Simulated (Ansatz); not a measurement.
## What SrAgCl3 (model cell, started as cubic perovskite with Sr in the octahedra) distorts into

Wanted: the energy along a soft mode of SrAgCl3 (model cell, started as cubic perovskite with Sr in the octahedra) and the structure at the end.

Main program and level: Ansatz 0.2.0; DFT PBEsol, scalar-relativistic, plane waves, PAW; PAW set soft_1.

The structure was built from a prototype and need not be the compound's stable phase.

## 1. The structure

The structure is cubic, space group Pm-3m (No. 221). The conventional cell has a = 5.503 Å, b = 5.503 Å, c = 5.503 Å, α = 90.00°, β = 90.00°, γ = 90.00°. Ag has 12 Cl at 3.89 Å nearest. Nearest to Sr lie 6 Cl at 2.75 Å. Nearest to Cl lie 2 Sr at 2.75 Å. Farther neighbours and most contacts between anions are not listed.

## 2. The dispersion

The cell comes from relaxations at this level that are not shown. Stability and thermal properties need the whole zone. Linear response on a 2×2×2 q mesh gives force constants as far as a supercell of that size would, and the tensors from the zone-centre run are typed in so that the long-range dipole term is interpolated apart.

The input, input.yaml:

```yaml
crystal:
  lattice:
    - [5.5026364874, 0.0, 0.0]
    - [0.0, 5.5026364874, 0.0]
    - [0.0, 0.0, 5.5026364874]
  atoms:
    - { symbol: Ag, position: [0.0, 0.0, 0.0] }
    - { symbol: Sr, position: [0.5, 0.5, 0.5] }
    - { symbol: Cl, position: [0.5, 0.5, 0.0] }
    - { symbol: Cl, position: [0.5, 0.0, 0.5] }
    - { symbol: Cl, position: [0.0, 0.5, 0.5] }
kpoints:
  mp_grid: { grid: [6, 6, 6] }
hamiltonian:
  xc: pbesol
  pseudopotentials: { kind: paw, azcp: { folder: soft_1 }, xc_functional: pbe }
scf:
  occupations: { method: fixed }
output:
  eigenvalues: true
phonons:
  method: dfpt
  qmesh: [2, 2, 2]
  temperatures: { t_max: 1000, t_step: 50 }
  qpath:
    path:
      - [[0.0, 0.0, 0.0], [0.0, 0.5, 0.0], [0.5, 0.5, 0.0], [0.0, 0.0, 0.0], [0.5, 0.5, 0.5], [0.0, 0.5, 0.0]]
      - [[0.5, 0.5, 0.5], [0.5, 0.5, 0.0]]
    npoints: 10
  non_analytic_term:
    high_frequency_dielectric_tensor: [[3.3561, 0.0, 0.0], [0.0, 3.3561, 0.0], [0.0, 0.0, 3.3561]]
    born_effective_charges:
      - { species: Ag, tensor: [[1.743, 0.0, 0.0], [0.0, 1.743, 0.0], [0.0, 0.0, 1.743]] }
      - { species: Sr, tensor: [[2.3561, 0.0, 0.0], [0.0, 2.3561, 0.0], [0.0, 0.0, 2.3561]] }
      - { species: Cl, tensor: [[-1.0739, 0.0, 0.0], [0.0, -1.0739, 0.0], [0.0, 0.0, -1.9513]] }
      - { species: Cl, tensor: [[-1.0739, 0.0, 0.0], [0.0, -1.9513, 0.0], [0.0, 0.0, -1.0739]] }
      - { species: Cl, tensor: [[-1.9513, 0.0, 0.0], [0.0, -1.0739, 0.0], [0.0, 0.0, -1.0739]] }
    source: "zone-centre run at this cell"
```

Run with:

```bash
ansatz run input.yaml --threads 4 --pin off --max-ram 16384MiB --backend cpu --events-out ev --progress --plain --runs-dir out
```

Numbers of over 12 decimals in the logs are rounded to 6 here.

Output:

```text
Engine: ansatz 0.2.0, aarch64-unknown-linux-gnu
Pseudopotentials: kind: paw
Pseudopotential: Ag, paw, valence charge 19, recommended cutoff 420 eV (normal), soft_1/Ag.paw.azcp
Pseudopotential: Sr, paw, valence charge 10, recommended cutoff 420 eV (normal), soft_1/Sr.paw.azcp
Pseudopotential: Cl, paw, valence charge 7, recommended cutoff 420 eV (normal), soft_1/Cl.paw.azcp
Functional definition: PBEsol
  exchange = pbesol_x
  correlation = pbesol_c
Crystal: 5 atoms, lattice volume = 166.614 Å³
Basis set: ecut = 420 eV, 3239 PW (Γ), exchange–correlation on 80×80×80 points (8 copies of the dense FFT grid, shifted against one another)
Bands: 30, of which v1, the nominal top of the filled ones, is band 25 counted from 1 (24 counted from 0)
Symmetry: 48 space group operations
k-points: 20 of 216
Non-local potential: Ag, projectors of the file, l = 0: 3, l = 1: 2, l = 2: 2, l = 3: 1
Non-local potential: Sr, projectors of the file, l = 0: 3, l = 1: 2, l = 2: 2
Non-local potential: Cl, projectors of the file, l = 0: 2, l = 1: 2, l = 2: 1
PAW form: soft (Blöchl's): semilocal exchange-correlation on the pseudo side does not see the compensation charge
PAW frozen core: Ag, regenerated for the run's functional, and the local potential with it (the file was generated under x = pbe(κ = 0.804, μ = 0.219515), c = pbe(β = 0.066725))
PAW frozen core: Sr, regenerated for the run's functional, and the local potential with it (the file was generated under x = pbe(κ = 0.804, μ = 0.219515), c = pbe(β = 0.066725))
PAW frozen core: Cl, regenerated for the run's functional, and the local potential with it (the file was generated under x = pbe(κ = 0.804, μ = 0.219515), c = pbe(β = 0.066725))
PAW one-centre angular grid: Ag, 590 points (default); XC on 64 Gauss nodes
PAW one-centre angular grid: Sr, 110 points (default); XC on 64 Gauss nodes
PAW one-centre angular grid: Cl, 110 points (default); XC on 64 Gauss nodes
Initial density: superposition of atomic densities (chi_scale 0.1, normalization cell, long waves kept (reshape's long-wave potential 0.01 eV rms))
Initial wavefunctions: pseudopotential atomic-orbital guess
Functional: x = pbesol(κ = 0.804, μ = 0.123457), c = pbesol(β = 0.046)
SCF iter   1: F=—  HF=-14205.077096 eV  |F-HF|=—  |Δ(HF+E_count)|=         —  Δρ=4.61e-2  dr2=5.76e0  ethr=3.10e-3  ⟨swp⟩=6.9  Hψ=2892  notcnv=0  defer=45
preconditioner: auto → Resta (q_TF=auto, 2.232 Å⁻¹)  ε∞=3.9  [insulator: Δε(μ)=1.140 eV  Ē_g=10.719 eV  n_scr=26 (ndim 8)  ℏωp=18.2 eV  f_vac=0.040  ε∞_Penn≈3.9]
SCF iter   2: F=—  HF=-14203.213883 eV  |F-HF|=—  |Δ(HF+E_count)|=    1.86e0  Δρ=1.55e-2  dr2=1.11e0  ethr=3.10e-3  ⟨swp⟩=4.0  Hψ=1512  notcnv=0  defer=47
SCF iter   3: F=—  HF=-14202.812250 eV  |F-HF|=—  |Δ(HF+E_count)|=   4.02e-1  Δρ=6.11e-3  dr2=1.98e-1  ethr=2.21e-3  ⟨swp⟩=3.0  Hψ=1256  notcnv=0  defer=47
SCF iter   4: F=—  HF=-14202.743269 eV  |F-HF|=—  |Δ(HF+E_count)|=   6.90e-2  Δρ=2.52e-3  dr2=1.57e-2  ethr=3.96e-4  ⟨swp⟩=3.4  Hψ=1080  notcnv=0  defer=55
SCF iter   5: F=—  HF=-14202.741526 eV  |F-HF|=—  |Δ(HF+E_count)|=   1.74e-3  Δρ=8.17e-4  dr2=1.62e-3  ethr=3.14e-5  ⟨swp⟩=3.4  Hψ=1167  notcnv=0  defer=55
SCF iter   6: F=—  HF=-14202.742020 eV  |F-HF|=—  |Δ(HF+E_count)|=   4.95e-4  Δρ=2.33e-4  dr2=1.04e-4  ethr=3.25e-6  ⟨swp⟩=3.0  Hψ=1164  notcnv=0  defer=53
SCF iter   7: F=—  HF=-14202.742195 eV  |F-HF|=—  |Δ(HF+E_count)|=   1.74e-4  Δρ=3.85e-5  dr2=4.36e-6  ethr=2.08e-7  ⟨swp⟩=2.0  Hψ=930  notcnv=0  defer=53
SCF iter   8: F=—  HF=-14202.742203 eV  |F-HF|=—  |Δ(HF+E_count)|=   8.71e-6  Δρ=1.02e-5  dr2=2.22e-7  ethr=8.71e-9  ⟨swp⟩=2.0  Hψ=960  notcnv=0  defer=50
SCF iter   9: F=—  HF=-14202.742204 eV  |F-HF|=—  |Δ(HF+E_count)|=   5.58e-7  Δρ=1.82e-6  dr2=6.98e-9  ethr=4.45e-10  ⟨swp⟩=2.1  Hψ=979  notcnv=0  defer=50
SCF iter  10: F=—  HF=-14202.742204 eV  |F-HF|=—  |Δ(HF+E_count)|=   2.03e-8  Δρ=4.45e-7  dr2=4.63e-10  ethr=1.40e-11  ⟨swp⟩=2.5  Hψ=1065  notcnv=0  defer=51
SCF iter  11: F=—  HF=-14202.742204 eV  |F-HF|=—  |Δ(HF+E_count)|=  9.26e-10  Δρ=1.01e-7  dr2=2.16e-11  ethr=1.00e-12  ⟨swp⟩=2.0  Hψ=898  notcnv=0  defer=51
SCF iter  12: F=-14202.742204 eV  HF=-14202.742204 eV  |F-HF|=5.46e-12  |Δ(HF+E_count)|=  4.73e-11  Δρ=3.00e-8  dr2=1.71e-12  ethr=1.00e-12  ⟨swp⟩=16.3  Hψ=4531  notcnv=0
SCF 1 converged in 12 iterations: F = -14202.742204 eV  dr2 = 1.71e-12
  greatest PAW one-centre occupation: 1.000 electrons in one spin orbital (limit 2), on the Ag atom at site 0 (counted from 0), in its partial waves of l = 0
NSCF: frozen V_eff on 20 k-points
NSCF: frozen V_eff on 64 k-points
DFPT response loops at q = (0, 0, 0) (fractional): preconditioner auto → Resta (q_TF=auto, 2.232 Å⁻¹)  ε∞=6.8 (no band partly filled); β = 1.00, the filter's whole step (`scf.mixing.beta` (0.50) is not read by the response loops at its default; to damp them type it under 1.00, their step now; it binds the ground state too); Broyden in place of MSR1
NSCF: frozen V_eff on 128 k-points
DFPT response loops at q = (0, 0, -0.5) (fractional): mixed as the last ones told, above
NSCF: frozen V_eff on 128 k-points
DFPT response loops at q = (0, -0.5, -0.5) (fractional): mixed as the last ones told, above
NSCF: frozen V_eff on 128 k-points
DFPT response loops at q = (-0.5, -0.5, -0.5) (fractional): mixed as the last ones told, above
SCF converged after 12 iterations
Free energy (F): -14202.742204 eV
Harris-Foulkes:  -14202.742204 eV  (|F-HF|=5.46e-12)
Internal energy: -14202.742204 eV  (E = F + TS)
E sigma→0 (E₀):  -14202.742204 eV
Fermi energy:    1.568985 eV
--- Per-component energies (eV) ---
  E_band       = -679.178289
  E_kinetic    = 1160.208103
  E_local      = -5223.569809  (includes V_loc(G=0)·N_el)
  E_nonlocal   = 368.253100
  E_hartree    = 2136.681218
  E_xc         = -646.771999
  E_vxc        = -698.440221  (∫ρ·V_xc dr)
  E_paw        = -8457.335600  (= ΣΔE_a)
  E_vpaw       = -558.992579  (= ΣTr[D̂ρ^β])
  E_aug_tail   = 0.000686  (compensation charges beyond the density's cutoff)
  E_ewald      = -3540.900290
  E_core_change = 0.692385  (= ΣΔE_core)
  E_smearing   = -0.000000  (= −TS)
  E_closure    = -0.000000  (closes the sum)
  Σ components = -14202.742204   (vs F -14202.742204, Δ=0.00e0)
--- Band table (eV; the first three rows and the last of 20) ---
  k-point 0: bands = [... 21 lower, 1.0877, 1.3344, 1.3344, 1.3344, 2.8792, 7.7202, 7.7202, 7.7202, ... 1 higher]
  k-point 1: bands = [... 21 lower, 1.0491, 1.0811, 1.3105, 1.3105, 3.1422, 7.7431, 7.9085, 7.9085, ... 1 higher]
  k-point 2: bands = [... 21 lower, 0.9120, 1.0685, 1.2970, 1.2970, 3.6572, 7.2059, 7.7908, 8.1712, ... 1 higher]
  k-point 19: bands = [... 21 lower, 0.0977, 1.5557, 1.5557, 1.5557, 3.3294, 8.6806, 8.6806, 8.6806, ... 1 higher]
--- Phonons (Γ-DFPT): 4 representative perturbations + reference (Σ response iterations 12) ---
  ASR residual: 5.420e-5 → 0.000e0 eV/Å²; symmetrization residual: 6.112e-6 eV/Å²
  ASR residual per site (eV/Å²): 2.73e-5 5.42e-5 1.24e-5 1.24e-5 1.24e-5
  Γ frequencies (cm⁻¹): -88.41 -88.41 -88.41 -81.84 -81.84 -81.84 0.00 0.00 0.00 53.42 53.42 53.42 279.02 279.02 279.02
--- Phonons (arbitrary-q DFPT): 4 irreducible q on the 2×2×2 mesh ---
  q = [0.0000, 0.0000, 0.0000] (star 1, of the zone-centre solve; hermiticity 1.57e-6, symmetrization 1.16e-11): -88.41 -88.41 -88.41 -81.84 -81.84 -81.84 -0.00 0.00 0.00 53.42 53.42 53.42 279.02 279.02 279.02
  q = [0.0000, 0.0000, -0.5000] (star 3, 9 solved perturbations in 504 linear systems a pass and spin channel, the states on 64 of 216 k-point pairs; hermiticity 3.98e-7, symmetrization 8.53e-12): -82.52 -82.52 -77.89 -73.67 -73.67 -23.30 -7.35 -7.35 44.86 44.86 44.89 167.36 277.70 278.85 278.85
  q = [0.0000, -0.5000, -0.5000] (star 3, 9 solved perturbations in 504 linear systems a pass and spin channel, the states on 64 of 216 k-point pairs; hermiticity 1.13e-6, symmetrization 1.50e-13): -102.92 -86.99 -86.99 -64.83 -64.83 -52.82 44.21 44.21 45.09 64.22 164.49 164.49 254.52 278.73 285.86
  q = [-0.5000, -0.5000, -0.5000] (star 1, 4 solved perturbations in 184 linear systems a pass and spin channel, the states on 64 of 216 k-point pairs; hermiticity 5.71e-7, symmetrization 8.25e-12): -103.00 -103.00 -103.00 -79.80 -79.80 -79.80 76.99 76.99 76.99 162.86 162.86 162.86 254.31 254.31 292.18
  sum rule: each row above includes the acoustic sum rule's correction from the zone centre's row sums; it moved no ω² by more than (0.41 cm⁻¹)²
  mesh force constants: q→R imaginary residual 4.00e-18; ASR residual 5.420e-5 → 0.000e0 eV/Å²; symmetrization residual 4.441e-15 eV/Å²
  interpolated dispersion: 63 rows × 15 modes
  density of states and harmonic sums: on the 12×12×12 q-mesh, interpolated from the force constants of a 2×2×2 supercell (with the dipole–dipole term of supplied tensors)
  largest difference from the sums on the solved wave vectors: F 2.15e-1 eV, S 2.96e-4 and C_V 8.09e-5 eV/K
  zero-point energy: 0.080533 eV/cell   skipped modes (ω ≤ 0): 532, of them read as no rigid motion or as one in doubt: 529 (6.184e0 modes/cell left out, lowest -103.00 cm⁻¹)   left out of the sums: 4.12e-1 of the cell's modes: C_V's classical limit lies that fraction below 3 k_B per atom; for a crystal, a wire or a layer, F and S can be off by more, and a phonons.interpolated_qmesh denser along its periods is the remedy for the sampling
```

Elapsed: 3.1 min, on 4 threads of Arm Neoverse V1, shared host; peak memory 1.2 GiB; 12 min of CPU time.

This step gave:

```yaml
gap_on_the_k_mesh: 1.310 eV
volume_per_atom: 33.32 Å³
sum_rule_residual_before_enforcement: 5.42e-5 eV/Å²
lowest_frequency_on_the_path: -103.0 cm⁻¹
point_group: m-3m
highest_frequency_on_the_path_or_at_a_solved_wavevector: 304.6 cm⁻¹
highest_optical_mode_at_the_zone_centre_no_lo_to_term: 279.0 cm⁻¹
lowest_optical_zone_centre_mode: -88.41 cm⁻¹
lowest_mode_on_the_q_mesh_acoustic_modes_at_gamma_apart: -103 cm⁻¹
```

Frequencies (cm⁻¹) solved at each irreducible wavevector; negative means imaginary. Frequencies by wavevector, by row:

| q in reciprocal lattice units | star | mode 1 | mode 2 | mode 3 | mode 4 | mode 13 | mode 14 | mode 15 |
| --- | --- | --- | --- | --- | --- | --- | --- | --- |
| 0 0 0 | 1 | -88.4 | -88.4 | -88.4 | -81.8 | 279 | 279 | 279 |
| 0 0 -0.5 | 3 | -82.5 | -82.5 | -77.9 | -73.7 | 277.7 | 278.9 | 278.9 |
| 0 -0.5 -0.5 | 3 | -102.9 | -87 | -87 | -64.8 | 254.5 | 278.7 | 285.9 |
| -0.5 -0.5 -0.5 | 1 | -103 | -103 | -103 | -79.8 | 254.3 | 254.3 | 292.2 |

Interpolated from a 2×2×2 q mesh, with the LO-TO term (at Γ the limit along the path; where Γ stands inside the path, tables give the limit on arrival). The phonon branches at the labelled points (cm⁻¹):

| point | branch 1 | branch 2 | branch 3 | branch 4 | branch 12 | branch 13 | branch 14 | branch 15 |
| --- | --- | --- | --- | --- | --- | --- | --- | --- |
| Γ | -88 | -88 | -82 | -82 | 72 | 279 | 279 | 305 |
| halfway | -86 | -86 | -80 | -78 | 119 | 279 | 279 | 294 |
| X | -82 | -82 | -78 | -74 | 167 | 278 | 279 | 279 |
| halfway | -95 | -82 | -82 | -77 | 166 | 262 | 279 | 288 |
| M | -103 | -87 | -87 | -65 | 164 | 254 | 279 | 286 |
| halfway | -92 | -85 | -82 | -75 | 120 | 269 | 279 | 296 |
| Γ | -88 | -88 | -82 | -82 | 72 | 279 | 279 | 305 |
| halfway | -91 | -90 | -90 | -75 | 120 | 269 | 269 | 297 |
| R | -103 | -103 | -103 | -80 | 163 | 254 | 254 | 292 |
| halfway | -95 | -93 | -87 | -78 | 165 | 260 | 269 | 293 |
| X | -82 | -82 | -78 | -74 | 167 | 278 | 279 | 279 |
| jump to R | -103 | -103 | -103 | -80 | 163 | 254 | 254 | 292 |
| halfway | -103 | -94 | -94 | -78 | 164 | 254 | 265 | 292 |
| M | -103 | -87 | -87 | -65 | 164 | 254 | 279 | 286 |

Symmetry leaves 4 wavevectors to solve. The lowest mode among them, the acoustic zeros apart, lies at q = (-0.5, -0.5, -0.5) and is imaginary, 103.0i cm⁻¹, so the energy falls along it.

## 3. The mode frozen in, largest atomic shift 0 Å

The mode followed lies at q = (-0.5, -0.5, -0.5) with frequency 103.0i cm⁻¹ and is 3-fold degenerate, the softest among the wavevectors solved. At small amplitude the distorted cell has space group no. 74 by a symmetry search on the positions. The undistorted cell that holds it gives the zero of energy on the same k mesh.

System of this step: SrAgCl3 (model cell, started as cubic perovskite with Sr in the octahedra). The structure is cubic, space group Pm-3m (No. 221). Conventional cell: a = 5.503 Å, b = 5.503 Å, c = 5.503 Å, α = 90.00°, β = 90.00°, γ = 90.00°. Nearest to Ag lie 12 Cl at 3.89 Å. Nearest to Sr lie 6 Cl at 2.75 Å. Cl has 2 Sr at 2.75 Å nearest. Farther neighbours and most contacts between anions are not listed.

The input, input.yaml:

```yaml
crystal:
  lattice:
    - [5.5026364874, 5.5026364874, 0.0]
    - [5.5026364874, 0.0, 5.5026364874]
    - [5.5026364874, 0.0, -5.5026364874]
  atoms:
    - { symbol: Ag, position: [0.0, 0.0, 0.0] }
    - { symbol: Ag, position: [0.0, 0.5, 0.5] }
    - { symbol: Sr, position: [0.5, 0.25, 0.75] }
    - { symbol: Sr, position: [0.5, 0.75, 0.25] }
    - { symbol: Cl, position: [0.5, 0.0, 1.0] }
    - { symbol: Cl, position: [0.5, 0.5, 0.5] }
    - { symbol: Cl, position: [0.0, 0.0, 0.5] }
    - { symbol: Cl, position: [0.0, 0.5, 0.0] }
    - { symbol: Cl, position: [0.5, 0.0, 0.5] }
    - { symbol: Cl, position: [0.5, 0.5, 0.0] }
kpoints:
  mp_grid: { grid: [6, 6, 6] }
hamiltonian:
  xc: pbesol
  pseudopotentials: { kind: paw, azcp: { folder: soft_1 }, xc_functional: pbe }
scf:
  occupations: { method: gaussian, width: 0.02 }
output:
  forces: true
  stress: true
  eigenvalues: true
```

Output:

```text
[...]
Crystal: 10 atoms, lattice volume = 333.229 Å³
Basis set: ecut = 420 eV, 6423 PW (Γ), exchange–correlation on 108×108×108 points (8 copies of the dense FFT grid, shifted against one another)
Bands: 60, of which v1, the nominal top of the filled ones, is band 50 counted from 1 (49 counted from 0)
Symmetry: 96 space group operations
[...]
k-points: 16 of 216
[...]
k-point 0: bands = [... 46 lower, 1.3343, 1.5557, 1.5557, 1.5557, 2.8792, 3.3294, 7.7202, 7.7202, ... 4 higher]
  k-point 1: bands = [... 46 lower, 1.2760, 1.5118, 1.5118, 1.5214, 3.0807, 3.4417, 7.7604, 7.8523, ... 4 higher]
  k-point 2: bands = [... 46 lower, 1.2137, 1.3994, 1.3994, 1.4301, 3.4794, 3.6763, 7.5181, 7.5476, ... 4 higher]
  k-point 15: bands = [... 46 lower, 1.1082, 1.2325, 1.2365, 1.4769, 3.9535, 3.9623, 6.9557, 7.4200, ... 4 higher]
[key lines of the parts left out:]
SCF converged after 9 iterations
Free energy (F): -28405.484442 eV
Fermi energy:    2.224230 eV
P = ⅓ Tr σ = -0.0052 GPa (-0.052 kbar)
```

The job ended after 7.4 s (4 threads; peak memory 0.87 GiB).

Numbers from this step:

```yaml
pressure: -0.005206 GPa
energy_from_the_undistorted_cell: 0 meV/atom
```

At this level the gap is 1.31 eV on the k-mesh of the self-consistent run, which can miss the band edges.

## 4. The mode frozen in, largest atomic shift 0.6 Å

The atoms are moved along the unstable eigenvector, the largest shift by 0.6 Å, with the cell fixed.

input.yaml, the sections that differ from step 3:

```yaml
crystal:
  lattice:
    - [5.5026364874, 5.5026364874, 0.0]
    - [5.5026364874, 0.0, 5.5026364874]
    - [5.5026364874, 0.0, -5.5026364874]
  atoms:
    - { symbol: Ag, position: [0.0, 0.0, 0.0] }
    - { symbol: Ag, position: [0.0, 0.5, 0.5] }
    - { symbol: Sr, position: [0.5, 0.25, 0.75] }
    - { symbol: Sr, position: [0.5, 0.75, 0.25] }
    - { symbol: Cl, position: [0.5771019619, -0.0771019619, 0.9228980381] }
    - { symbol: Cl, position: [0.4228980381, 0.5771019619, 0.5771019619] }
    - { symbol: Cl, position: [0.0, 0.0385509809, 0.4614490191] }
    - { symbol: Cl, position: [0.0, 0.4614490191, 0.0385509809] }
    - { symbol: Cl, position: [0.5, 0.0385509809, 0.4614490191] }
    - { symbol: Cl, position: [0.5, 0.4614490191, 0.0385509809] }
# kpoints, hamiltonian, scf, output: as in step 3
```

Output:

```text
[...]
Crystal: 10 atoms, lattice volume = 333.229 Å³
Basis set: ecut = 420 eV, 6423 PW (Γ), exchange–correlation on 108×108×108 points (8 copies of the dense FFT grid, shifted against one another)
Bands: 60, of which v1, the nominal top of the filled ones, is band 50 counted from 1 (49 counted from 0)
Symmetry: 8 space group operations
[...]
k-points: 46 of 216
[...]
k-point 0: bands = [... 46 lower, 1.2329, 1.2572, 1.4046, 1.4660, 3.2910, 3.8924, 7.6671, 7.7680, ... 4 higher]
  k-point 1: bands = [... 46 lower, 1.1896, 1.2093, 1.3808, 1.4404, 3.4679, 3.9520, 7.7418, 7.8104, ... 4 higher]
  k-point 2: bands = [... 46 lower, 1.1816, 1.1942, 1.3204, 1.3671, 3.8281, 4.0806, 7.5997, 7.6751, ... 4 higher]
  k-point 45: bands = [... 46 lower, 1.0713, 1.1262, 1.1500, 1.2744, 4.2746, 4.2782, 7.1904, 7.6208, ... 4 higher]
[key lines of the parts left out:]
SCF converged after 10 iterations
Free energy (F): -28406.360698 eV
Fermi energy:    2.380413 eV
P = ⅓ Tr σ = -1.2463 GPa (-12.463 kbar)
```

It took 22 s on 4 threads; peak memory 1.1 GiB; 86 s of CPU time.

Numbers from this step:

- pressure: -1.246 GPa
- gap on the k-mesh: 1.821 eV
- energy from the undistorted cell: -87.63 meV/atom

The energy, extrapolated to zero smearing, is -87.63 meV/atom against the undistorted cell.

The run ends at a pressure of -1.25 GPa, with forces up to 0.68 eV/Å.

## 5. Energy along the mode, all amplitudes (two of the runs are shown above)

An imaginary frequency means negative curvature, so the energy should fall and then rise again as anharmonic terms take over.

This step gave:

```
depth at the lowest point sampled  : 87.63 meV/atom
largest atomic shift at that point : 0.6 Å
```

Table of energy from the parent by largest atomic shift:

| largest atomic shift (Å) | energy from the parent (meV/atom) |
| --- | --- |
| 0.000 | 0 |
| 0.040 | -0.442 |
| 0.080 | -1.77 |
| 0.140 | -5.38 |
| 0.220 | -13.1 |
| 0.320 | -27.2 |
| 0.450 | -52.0 |
| 0.600 | -87.6 |

Displacement at unit largest shift by atom:

| atom | x (Å) | y (Å) | z (Å) | size |
| --- | --- | --- | --- | --- |
| Ag1 | 0.000 | 0.000 | 0.000 | 0.000 |
| Ag2 | 0.000 | 0.000 | 0.000 | 0.000 |
| Sr3 | 0.000 | 0.000 | 0.000 | 0.000 |
| Sr4 | 0.000 | 0.000 | 0.000 | 0.000 |
| Cl5 | -0.707 | 0.707 | 0.000 | 1.000 |
| Cl6 | 0.707 | -0.707 | 0.000 | 1.000 |
| Cl7 | 0.000 | 0.000 | 0.707 | 0.707 |
| Cl8 | 0.000 | 0.000 | -0.707 | 0.707 |
| Cl9 | 0.000 | 0.000 | 0.707 | 0.707 |
| Cl10 | 0.000 | 0.000 | -0.707 | 0.707 |

The lowest of the steps tried is the last one, at 0.6 Å, 87.6 meV/atom below the parent; the bottom of the well need not coincide with a step.

[end of part 1 of 3]

[Logs are printed without paths, hosts, clocks, repeated set-up lines and the standing remarks that a program may print on its own settings, such as how far it seeks lower states.]

[Hosts, paths, dates, database ids (printed as entryN), source tags and the programs' standing remarks are cut or masked in the printed files.]
